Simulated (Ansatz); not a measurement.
# HfN (Fm-3m) in Ansatz: a series of runs

The runs below take HfN through single point, with PBEsol.

Everything below comes from runs of Ansatz 0.2.0. Logs are shortened: lines on timing, memory, paths and dates and some standing lists are left out, and cuts for length are marked.

## Step 1: The crystal as given

It takes space group Fm-3m (No. 225, cubic). Conventional cell: a = 4.512 Å, b = 4.512 Å, c = 4.512 Å, α = 90.00°, β = 90.00°, γ = 90.00°. Around Hf (site symmetry m-3m) lie 6 N at 2.26 Å. N (site symmetry m-3m) has 6 Hf at 2.26 Å as nearest neighbours.

## Step 2: Single point, PBEsol, 10.79 Å³/atom (volume scaled by 0.94)

The input, input.yaml:

```yaml
crystal:
  lattice:
    - [0.0, 2.2099462613, 2.2099462613]
    - [2.2099462613, 0.0, 2.2099462613]
    - [2.2099462613, 2.2099462613, 0.0]
  atoms:
    - { symbol: Hf, position: [0.0, 0.0, 0.0] }
    - { symbol: "N", position: [0.5, 0.5, 0.5] }
kpoints:
  mp_grid: { grid: [10, 10, 10] }
scf:
  occupations: { method: fermi_dirac, width: 0.05 }
hamiltonian:
  xc: pbesol
  pseudopotentials: { kind: all_electron, lapw: { basis_error: 0.0005 } }
output:
  forces: true
  stress: true
  eigenvalues: true
```

Potentials or basis: all-electron LAPW, scalar-relativistic.

On the command line:

```console
> ansatz run input.yaml --threads 1 --pin off --max-ram 3072MiB --backend cpu --events-out ev --progress --plain --runs-dir out
```

What it wrote:

```text
Warning: RAYON_NUM_THREADS=1 ignored (pool sized by the plan → 1); use --threads N
LAPW: plane waves up to 10.097 Å⁻¹, error target 5.0e-4 eV per atom; small_component_spin mean_spin; N in spheres of 0.933 Å, 7 of its electrons in bands, Dirac shells []; Hf in spheres of 1.277 Å, 44 of its electrons in bands, Dirac shells [] (how accurate: hamiltonian.pseudopotentials.lapw.basis_error, Limitations)
Engine: ansatz 0.2.0, aarch64-unknown-linux-gnu
Pseudopotentials: kind: all_electron
Pseudopotential: Hf, LAPW, valence charge 44, lapw/all_electron/scalar/gaussian/Hf, Koelling and Harmon's equation, gaussian nucleus
Pseudopotential: N, LAPW, valence charge 7, lapw/all_electron/scalar/gaussian/N, Koelling and Harmon's equation, gaussian nucleus
Functional definition: PBEsol
  exchange = pbesol_x
  correlation = pbesol_c
Crystal: 2 atoms, lattice volume = 21.586 Å³
Basis set: ecut = 388.39247144174027 eV, 339 PW (Γ), exchange–correlation at level 2
Bands: 31, of which v1, the nominal top of the filled ones, is band 26 counted from 1 (25 counted from 0)
Symmetry: 48 space group operations
Space group: Fm-3m (ITA 225), of the structure as read, at distance tolerance 2.8e-5 Å
k-points: 47 of 1000
Non-local potential: Hf, projectors of the file, none
Non-local potential: N, projectors of the file, none
Initial density: superposition of atomic densities (chi_scale 0.1, normalization cell, long waves kept (reshape's long-wave potential 0.00 eV rms))
Initial wavefunctions: plane waves of lowest kinetic energy (no species holds an atomic orbital)
Functional: x = pbesol(κ = 0.804, μ = 0.12345679012345678), c = pbesol(β = 0.046)
iter 1 solved again at ethr=8.51e-3 eV; its pass at ethr=1.00e-1 eV (dr2=4.34e0 eV) is discarded
SCF iter   1: F=—  HF=-411617.087388 eV  |F-HF|=—  |Δ(HF+E_count)|=         —  Δρ=1.28e-1  dr2=4.34e0  ethr=8.51e-3  ⟨swp⟩=2.0  Hψ=9086  notcnv=0
preconditioner: auto → none  [insulator: Δε(μ)=0.141 eV  Ē_g=19.508 eV  σ=0.050 eV  W_gap=0.52  n_scr=14 (ndim 8)  ℏωp=43.0 eV  f_vac=0.000  D(μ)=0.34/eV (n_scr^D=0)  ε∞_Penn≈5.9]
SCF iter   2: F=—  HF=-411616.115913 eV  |F-HF|=—  |Δ(HF+E_count)|=   9.71e-1  Δρ=7.33e-2  dr2=1.23e0  ethr=8.51e-3  ⟨swp⟩=3.0  Hψ=4339  notcnv=0
iter 3 solved again at ethr=9.52e-5 eV; its pass at ethr=2.41e-3 eV (dr2=4.86e-2 eV) is discarded
SCF iter   3: F=—  HF=-411615.236964 eV  |F-HF|=—  |Δ(HF+E_count)|=   8.79e-1  Δρ=1.41e-2  dr2=4.86e-2  ethr=9.52e-5  ⟨swp⟩=2.0  Hψ=7721  notcnv=0
SCF iter   4: F=—  HF=-411615.228638 eV  |F-HF|=—  |Δ(HF+E_count)|=         —  Δρ=1.95e-3  dr2=6.64e-4  ethr=9.52e-5  ⟨swp⟩=2.0  Hψ=4442  notcnv=0
the basis was enlarged: its passes take 306.2 KiB over the memory plan, 1 of 1 planned eigensolver slots
SCF iter   5: F=—  HF=-411615.223717 eV  |F-HF|=—  |Δ(HF+E_count)|=   4.92e-3  Δρ=2.21e-3  dr2=1.35e-3  ethr=1.30e-6  ⟨swp⟩=2.9  Hψ=4463  notcnv=0
SCF iter   6: F=—  HF=-411615.223110 eV  |F-HF|=—  |Δ(HF+E_count)|=   6.07e-4  Δρ=2.68e-4  dr2=1.80e-5  ethr=1.30e-6  ⟨swp⟩=2.1  Hψ=4408  notcnv=0
SCF iter   7: F=—  HF=-411615.223107 eV  |F-HF|=—  |Δ(HF+E_count)|=   2.92e-6  Δρ=2.29e-5  dr2=3.63e-8  ethr=3.53e-8  ⟨swp⟩=2.0  Hψ=4399  notcnv=0
SCF iter   8: F=-411615.223107 eV  HF=-411615.223107 eV  |F-HF|=1.28e-9  |Δ(HF+E_count)|=   9.84e-8  Δρ=2.28e-6  dr2=5.67e-10  ethr=7.11e-11  ⟨swp⟩=2.9  Hψ=4475  notcnv=0
SCF 1 converged in 8 iterations: F = -411615.223107 eV  dr2 = 5.67e-10
SCF converged after 8 iterations
Free energy (F): -411615.223107 eV
Harris-Foulkes:  -411615.223107 eV  (|F-HF|=1.28e-9)
Internal energy: -411615.217162 eV  (E = F + TS)
E sigma→0 (E₀):  -411615.220134 eV
Entropy (-TS):   -0.005945 eV (-2.972 meV/atom)
Fermi energy:    25.769268 eV
--- Per-component energies (eV) ---
  E_band       = -5263.460219
  E_kinetic    = 457792.557934
  E_xc         = -8477.020093
  E_electrostatic = -860930.755003  (all electrons and nuclei)
  E_smearing   = -0.005945  (= −TS)
  E_closure    = 0.000000  (closes the sum)
  E_atoms      = -411595.030029  (free atoms, spherical and without spin; not in F)
  Σ components = -411615.223107   (vs F -411615.223107, Δ=0.00e0)
  Basis errors (estimates in eV, not in F): energy 1.7e-4 per atom: plane waves 1.5e-4 (8.2e-5 summed), levels above the bands 2.9e-85, relativity 1.9e-8, radial functions 2.1e-5, core shells 9.3e-13; eigenvalues (radial functions only) 2.0e-6; not estimated: angular momenta, meshes, grids; target (lapw.basis_error) 5.0e-4; muffin-tin radii N 0.933 Å, Hf 1.277 Å
--- Forces (eV/Å), atoms counted from 1 ---
  atom   1  Hf    -0.00000000    -0.00000000     0.00000000
  atom   2  N      0.00000000    -0.00000000     0.00000000
  max |Σ_I F_I| component: 5.32e-30 eV/Å
--- Stress (GPa, compression-positive) ---
       17.617560       0.000000      -0.000000
        0.000000      17.617560      -0.000000
       -0.000000      -0.000000      17.617560
  P = ⅓ Tr σ = 17.6176 GPa (176.176 kbar)
--- Band table (eV; the first three rows and the last of 47) ---
  k-point 0: bands = ["-480.8687", "-350.3851", "-347.7543", "-347.7543", "-347.7543", "-175.8381", "-175.8381", "-175.8354", "-175.8354", "-175.8354", "-36.7284", "-5.1003", "-5.1003", "-5.1003", "7.8846", "13.3295", "13.3295", "13.3295", "13.3783", "13.5028", "13.5028", "13.5028", "22.7837", "22.7837", "22.7837", "25.2869", "25.2869", "25.2869", "27.8035", "27.8035", "28.1500"]
  k-point 1: bands = ["-480.8687", "-350.3851", "-347.7543", "-347.7543", "-347.7543", "-175.8381", "-175.8381", "-175.8354", "-175.8354", "-175.8354", "-36.7204", "-5.2324", "-5.1106", "-5.1106", "8.1458", "13.3308", "13.3400", "13.3400", "13.3844", "13.4939", "13.4939", "13.5031", "21.8083", "22.1533", "22.1533", "25.5813", "25.6502", "25.6502", "28.6284", "28.6284", "28.8351"]
  k-point 2: bands = ["-480.8687", "-350.3851", "-347.7543", "-347.7543", "-347.7543", "-175.8381", "-175.8381", "-175.8354", "-175.8354", "-175.8354", "-36.6993", "-5.5617", "-5.1374", "-5.1374", "8.8361", "13.3441", "13.3691", "13.3691", "13.4020", "13.4721", "13.4721", "13.5041", "20.0491", "21.0265", "21.0265", "26.0468", "26.5428", "26.5428", "30.2781", "30.4578", "30.4578"]
  k-point 46: bands = ["-480.8687", "-350.3851", "-347.7543", "-347.7543", "-347.7543", "-175.8381", "-175.8381", "-175.8353", "-175.8353", "-175.8353", "-36.6158", "-5.9058", "-5.7144", "-5.5424", "9.6184", "13.3943", "13.4103", "13.4175", "13.4436", "13.4464", "13.4768", "13.5096", "19.5678", "20.1562", "20.2428", "25.7157", "28.2210", "31.7410", "31.7932", "32.6557", "36.5835"]
```

Run time: 13 s. Hardware: 1 thread of Arm Neoverse V2, shared host; peak memory 0.37 GiB.

What came out:

```yaml
Free_energy: -411615.2231 eV
Pressure: 17.6 GPa
Band_gap_on_the_k_mesh: none (metal or under the smearing width)
```

## Step 3: Single point, PBEsol, 11.02 Å³/atom (volume scaled by 0.96)

input.yaml: that of step 2 with these lines changed.

```diff
@@ -2,5 +2,5 @@
   lattice:
-    - [0.0, 2.2099462613, 2.2099462613]
-    - [2.2099462613, 0.0, 2.2099462613]
-    - [2.2099462613, 2.2099462613, 0.0]
+    - [0.0, 2.2255097759, 2.2255097759]
+    - [2.2255097759, 0.0, 2.2255097759]
+    - [2.2255097759, 2.2255097759, 0.0]
   atoms:
```

Potentials or basis: all-electron LAPW, scalar-relativistic.

On the command line:

```console
> ansatz run input.yaml --threads 1 --pin off --max-ram 3072MiB --backend cpu --events-out ev --progress --plain --runs-dir out
```

Wall time 13 s (1 thread of Arm Neoverse V2, shared host); peak memory 0.36 GiB.

Results (log left out):

```
Free energy            : -411615.2631 eV
Pressure               : 10.4 GPa
Band gap on the k mesh : none (metal or under the smearing width)
```

## Step 4: Single point, PBEsol, 11.25 Å³/atom (volume scaled by 0.98)

input.yaml: that of step 3 with these lines changed.

```diff
@@ -2,5 +2,5 @@
   lattice:
-    - [0.0, 2.2255097759, 2.2255097759]
-    - [2.2255097759, 0.0, 2.2255097759]
-    - [2.2255097759, 2.2255097759, 0.0]
+    - [0.0, 2.2408586042, 2.2408586042]
+    - [2.2408586042, 0.0, 2.2408586042]
+    - [2.2408586042, 2.2408586042, 0.0]
   atoms:
```

On the command line:

```console
> ansatz run input.yaml --threads 1 --pin off --max-ram 3072MiB --backend cpu --events-out ev --progress --plain --runs-dir out
```

It took 13 s on 1 thread of Arm Neoverse V2, shared host; peak memory 0.36 GiB.

Results (log left out):

```yaml
Free_energy: -411615.2835 eV
Pressure: 3.9 GPa
Band_gap_on_the_k_mesh: none (metal or under the smearing width)
```

## Step 5: Single point, PBEsol, 11.48 Å³/atom

input.yaml: that of step 4 with these lines changed.

```diff
@@ -2,5 +2,5 @@
   lattice:
-    - [0.0, 2.2408586042, 2.2408586042]
-    - [2.2408586042, 0.0, 2.2408586042]
-    - [2.2408586042, 2.2408586042, 0.0]
+    - [0.0, 2.256, 2.256]
+    - [2.256, 0.0, 2.256]
+    - [2.256, 2.256, 0.0]
   atoms:
```

On the command line:

```console
> ansatz run input.yaml --threads 1 --pin off --max-ram 3072MiB --backend cpu --events-out ev --progress --plain --runs-dir out
```

Run time: 13 s. Hardware: 1 thread of Arm Neoverse V2, shared host; peak memory 0.36 GiB.

It converged, with:

```yaml
Free_energy: -411615.2864 eV
Pressure: -1.9 GPa
Band_gap_on_the_k_mesh: none (metal or under the smearing width)
```

## Step 6: Single point, PBEsol, 11.71 Å³/atom (volume scaled by 1.02)

input.yaml: that of step 5 with these lines changed.

```diff
@@ -2,5 +2,5 @@
   lattice:
-    - [0.0, 2.256, 2.256]
-    - [2.256, 0.0, 2.256]
-    - [2.256, 2.256, 0.0]
+    - [0.0, 2.2709408328, 2.2709408328]
+    - [2.2709408328, 0.0, 2.2709408328]
+    - [2.2709408328, 2.2709408328, 0.0]
   atoms:
```

Potentials or basis: all-electron LAPW, scalar-relativistic.

On the command line:

```console
> ansatz run input.yaml --threads 1 --pin off --max-ram 3072MiB --backend cpu --events-out ev --progress --plain --runs-dir out
```

Wall time 13 s (1 thread of Arm Neoverse V2, shared host); peak memory 0.36 GiB.

Results (log left out):

```yaml
Free_energy: -411615.2733 eV
Pressure: -7.1 GPa
Band_gap_on_the_k_mesh: none (metal or under the smearing width)
```

## Step 7: Single point, PBEsol, 11.94 Å³/atom (volume scaled by 1.04)

input.yaml: that of step 6 with these lines changed.

```diff
@@ -2,5 +2,5 @@
   lattice:
-    - [0.0, 2.2709408328, 2.2709408328]
-    - [2.2709408328, 0.0, 2.2709408328]
-    - [2.2709408328, 2.2709408328, 0.0]
+    - [0.0, 2.285687615, 2.285687615]
+    - [2.285687615, 0.0, 2.285687615]
+    - [2.285687615, 2.285687615, 0.0]
   atoms:
```

On the command line:

```console
> ansatz run input.yaml --threads 1 --pin off --max-ram 3072MiB --backend cpu --events-out ev --progress --plain --runs-dir out
```

Wall time 13 s (1 thread of Arm Neoverse V2, shared host); peak memory 0.36 GiB.

The run converged. Its results:

```yaml
Free_energy: -411615.2461 eV
Pressure: -11.8 GPa
Band_gap_on_the_k_mesh: none (metal or under the smearing width)
```

## Step 8: Single point, PBEsol, 12.17 Å³/atom (volume scaled by 1.06)

input.yaml: that of step 7 with these lines changed.

```diff
@@ -2,5 +2,5 @@
   lattice:
-    - [0.0, 2.285687615, 2.285687615]
-    - [2.285687615, 0.0, 2.285687615]
-    - [2.285687615, 2.285687615, 0.0]
+    - [0.0, 2.3002465274, 2.3002465274]
+    - [2.3002465274, 0.0, 2.3002465274]
+    - [2.3002465274, 2.3002465274, 0.0]
   atoms:
```

On the command line:

```console
> ansatz run input.yaml --threads 1 --pin off --max-ram 3072MiB --backend cpu --events-out ev --progress --plain --runs-dir out
```

It took 13 s on 1 thread of Arm Neoverse V2, shared host; peak memory 0.36 GiB.

Results (log left out):

```
Free energy            : -411615.2061 eV
Pressure               : -16.0 GPa
Band gap on the k mesh : none (metal or under the smearing width)
```

## Step 9: The reference run

An earlier run on the cell as given: functional PBEsol; potentials or basis all-electron LAPW, scalar-relativistic; cutoff 343 eV (chosen from the basis error); basis error allowed 0.001 eV/atom; k mesh 10 × 10 × 10; occupations fermi-dirac, width 0.05 eV; no spin polarisation.

- Pressure: -1.9 GPa
- Band gap on the k mesh: none (metal or under the smearing width)
- Loewdin charges: Hf +0.70; N -0.65 e
